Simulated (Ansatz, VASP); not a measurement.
# One calculation of CaSe, two programs

INCAR

```
ALGO = Normal ; EDIFF = 1E-7
ENCUT = 520 ; GGA = PE
ISIF = 2 ; ISMEAR = 0
LASPH = T ; LCHARG = F
LREAL = F ; LWAVE = F
NBANDS = 15 ; NELM = 60
PREC = Accurate ; SIGMA = 0.05
```

Contents of KPOINTS:

```
k-points
0
Gamma
  8 8 8
```

The input POSCAR:

```
CaSe
1.0
    0.0000000000      3.2516000000      2.9560000000
    2.9560000000      0.0000000000      2.9560000000
    2.9560000000      3.2516000000      0.0000000000
Ca Se
1 1
Direct
    0.0000000000      0.0000000000      0.0000000000
    0.5000000000      0.5000000000      0.5000000000
```

Input for Ansatz:

```yaml
crystal:
  lattice:
    - [0.0, 3.2516, 2.956]
    - [2.956, 0.0, 2.956]
    - [2.956, 3.2516, 0.0]
  atoms:
    - { symbol: Ca, position: [0.0, 0.0, 0.0] }
    - { symbol: Se, position: [0.5, 0.5, 0.5] }
basis:
  ecutwfc: 420
kpoints:
  mp_grid: { grid: [8, 8, 8] }
hamiltonian:
  xc: pbe
scf:
  occupations: { method: gaussian, width: 0.05 }
output:
  forces: true
  stress: true
  eigenvalues: true
```

Change from the starting cell: strain +0.1000 x Voigt [0, 1, 0, 0, 0, 0], atoms carried along.

Alike in both runs: task single point; functional PBE; k mesh 8 × 8 × 8; occupations gaussian, width 0.05 eV; no spin polarisation.

|  | VASP | Ansatz |
| --- | --- | --- |
| version | VASP 6.6.1 | Ansatz 0.2.0 |
| potentials or method | VASP PAW PBE potentials, release 64 (Ca_sv, Se) | scalar-relativistic, plane waves, PAW |
| plane-wave cutoff (eV) | 520 | 420 |
| valence electrons in the cell | 16 | 26 |

VASP gave:

```
gap on the k mesh at the Fermi level (eV)       : 2.23
least direct gap on the mesh (eV)               : 2.69
pressure (GPa)                                  : -2.0
largest component of the traceless stress (GPa) : 3.16
```

Which values does Ansatz return?

gap on the k mesh at the Fermi level (eV): 2.24; least direct gap on the mesh (eV): 2.69; pressure (GPa): -2.2; largest component of the traceless stress (GPa): 3.08.

The two sets of potentials don't hold the same shells in valence.

A k mesh can miss the band edges.
